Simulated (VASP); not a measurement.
# Shielding tensors and field gradients of AlN, part 4 of 4

Wanted: the shieldings and field gradients at the nuclei of AlN. The cell is of the wurtzite type, one of the forms listed for this formula, which need not be the common one. The start is a cell from a database of measured crystal structures.

VASP 6.6.1, plane waves and PAW; the level of theory is named at each step.

So far. Step 2 (Ground state): The cell has a gap of 4.22 eV on this mesh and a pressure of +3.5 GPa, which holds the misfit of the given cell and coordinates with this functional, and any error of cutoff, mesh and data sets. Forces of up to 0.13 eV/Å remain in these settings.

The database entry behind the starting cell differs from later determinations by our own check (inner coordinate u about 0.002 short), so it need not match the best structure at ambient conditions.

### Step 4. Another functional, PAW release LDA 64 (continued)

Level of this step: chemical shifts by linear response (GIPAW), LDA; plane waves and PAW (Al, N) (VASP).

OUTCAR, selected parts (step 4):

```text
 Found     24 irreducible k-points:

   NELECT =      16.0000    total number of electrons

  Total       -1.2165528     -1.2165528     -0.7730484      0.0000000     -0.0000000     -0.0000000
  in kB      -46.6268542    -46.6268542    -29.6286486      0.0000000     -0.0000000     -0.0000000
  external PRESSURE =     -40.9607857 kB  Pullay stress =       0.0000000 kB

 POSITION                                       TOTAL-FORCE (eV/Angst)
 -----------------------------------------------------------------------------------
      1.55650      0.89865      2.49050        -0.000000      0.000000     -0.119587
     -0.00000      1.79729      0.00000         0.000000      0.000000     -0.119587
      1.55650      0.89865      4.38328         0.000000     -0.000000      0.119587
     -0.00000      1.79729      1.89278        -0.000000      0.000000      0.119587
 -----------------------------------------------------------------------------------
    total drift:                               -0.000000      0.000000      0.000388

 Electric field gradients after diagonalization (V/A^2)
 (convention: |V_zz| > |V_xx| > |V_yy|)
----------------------------------------------------------------------
 ion       V_xx      V_yy      V_zz     asymmetry (V_yy - V_xx)/ V_zz
----------------------------------------------------------------------
   1      -1.296    -1.296     2.593       0.000
   2      -1.296    -1.296     2.593       0.000
   3       0.291     0.289    -0.580       0.003
   4       0.291     0.289    -0.580       0.003
----------------------------------------------------------------------

  ORBITAL MAGNETIC SUSCEPTIBILITY, excluding core contribution
 -------------------------------------------------------------
  Approximate magnetic susceptibility, pGv (10^-6 cm^3/mole)
     1        -27.966950          0.000000          0.000000
     2          0.000000        -27.709008          0.000000
     3          0.000000          0.000000        -32.106573
 -------------------------------------------------------------
  Approximate magnetic susceptibility, vGv (10^-6 cm^3/mole)
     1        -24.847869          0.000000          0.000000
     2          0.000000        -24.366651          0.000000
     3          0.000000          0.000000        -27.734110

  BDIR labels direction of applied magnetic field (i.e. B0)
  For BDIR==1, B0 along x-axis, etc.
  Induced field listed along cartesian directions for each BDIR
 ------------------------------------------------------------------------------------------
                 EXCLUDING G=0 CONTRIBUTION              INCLUDING G=0 CONTRIBUTION
 ------------------------------------------------------------------------------------------
  ion  BDIR            X           Y           Z                X           Y           Z
          (   iso_shield        span        skew ) (   iso_shield        span        skew )
 ------------------------------------------------------------------------------------------
    1     1     427.0060      0.0000      0.0000         438.3772      0.0000      0.0000
          2       0.0000    427.0057      0.0017           0.0000    438.2911      0.0017
          3       0.0000      0.0036    413.1934           0.0000      0.0036    425.9422
          (     422.4017     13.8126     -1.0000 ) (     434.2035     12.4350     -0.9862 )

    2     1     427.0060      0.0000      0.0000         438.3772      0.0000      0.0000
          2       0.0000    427.0057     -0.0017           0.0000    438.2911     -0.0017
          3       0.0000     -0.0036    413.1934           0.0000     -0.0036    425.9422
          (     422.4017     13.8126     -1.0000 ) (     434.2035     12.4350     -0.9862 )

    3     1     100.4594      0.0000      0.0000         111.8306      0.0000      0.0000
          2       0.0000    100.4595     -0.0011           0.0000    111.7448     -0.0011
          3       0.0000      0.0008    109.1604           0.0000      0.0008    121.9091
          (     103.3597      8.7010      1.0000 ) (     115.1615     10.1643      0.9831 )

    4     1     100.4594      0.0000      0.0000         111.8306      0.0000      0.0000
          2       0.0000    100.4595      0.0011           0.0000    111.7448      0.0011
          3       0.0000     -0.0008    109.1604           0.0000     -0.0008    121.9091
          (     103.3597      8.7010      1.0000 ) (     115.1615     10.1643      0.9831 )
 ------------------------------------------------------------------------------------------

[... 10 parts as in an earlier step ...]

[... 1 further part left out ...]
```

Numbers from this step:

| Property | Result |
| --- | --- |
| free energy (TOTEN) | -32.83 eV |
| Fermi energy | 5.971 eV |
| pressure | -4.096 GPa |
| gap on the k-mesh | 4.246 eV |
| least direct gap on the k-mesh | 4.246 eV |

Valence and core; the G = 0 term is that of a spherical sample. NMR shielding, by row:

| atom | isotropic shielding (ppm) | span (ppm) | skew | isotropic shielding without the G = 0 term (ppm) |
| --- | --- | --- | --- | --- |
| Al1 | 434.2 | 12.44 | -0.9862 | 422.4 |
| Al2 | 434.2 | 12.44 | -0.9862 | 422.4 |
| N3 | 115.2 | 10.16 | 0.9831 | 103.4 |
| N4 | 115.2 | 10.16 | 0.9831 | 103.4 |

Ordered as |Vzz| ≥ |Vxx| ≥ |Vyy|, the program's way. Electric field gradients, by row:

```csv
atom,Vxx (V/Å²),Vyy (V/Å²),Vzz (V/Å²),asymmetry
Al1,-1.296,-1.296,2.593,0
Al2,-1.296,-1.296,2.593,0
N3,0.291,0.289,-0.58,0.003
N4,0.291,0.289,-0.58,0.003
```

Against the first shielding run the largest change is -17.7 ppm, on Al1.

### Step 5. Summary

This step: chemical shifts by linear response (GIPAW), PBE, LDA; plane waves and PAW (VASP 6.6.1).

Derived from the runs above.

Isotropic shieldings. Cost is wall time times ranks on a shared host. Shieldings by setting:

```csv
run,ENCUT (eV),k mesh,"Al1, Wyckoff letter b (ppm)","N3, Wyckoff letter b (ppm)",cost (core minutes)
first shielding run,560,7x7x4,451.9,127.7,13.44
another functional,560,7x7x4,434.2,115.2,10.67
```

### Step 6. Outcome

| Property | Result |
| --- | --- |
| Al, isotropic shielding | 451.9 ppm |
| N, isotropic shielding | 127.7 ppm |

**Reading.** At PBE, in the first shielding run, the isotropic shieldings are Al 451.9 ppm; N 127.7 ppm. In the first shielding run the widest tensor is that of Al1, with a span (largest less smallest principal value) of 12.1 ppm. The largest field gradient of that run is Vzz = 2.61 V/Å² at Al1. Against the first shielding run, the one with another functional moves the shieldings by at most 18 ppm. Shifts were not obtained, since a shift is the shielding of a reference compound, computed alike, less these values. The G = 0 term is the part set by the sample's shape, taken here for a sphere. No finer mesh was run, so convergence in it isn't shown. VASP's guide advises LASPH and NLSPLINE for shieldings, which this input doesn't set; the effect wasn't tested. The cell is of the wurtzite type, one of the forms listed for this formula, which need not be the common one. The given cell is kept, although it stands at +3.4 GPa at PBE and ENCUT = 560 eV, which holds the mismatch of the given cell with this functional, any error of the entry itself and any basis-set error. The atoms weren't relaxed and carry forces of up to 0.13 eV/Å at PBE in the first shielding run, so the numbers belong to the given coordinates, and a relaxation would change them.

[Lines on the potential files, build, host, timing and source positions are cut from VASP's logs without a mark.]

[Logs are printed without paths, hosts, clocks, repeated set-up lines and the standing remarks that a program may print on its own settings, such as how far it seeks lower states.]

[Hosts, paths, dates, database ids (printed as entryN), source tags and the programs' standing remarks are cut or masked in the printed files.]
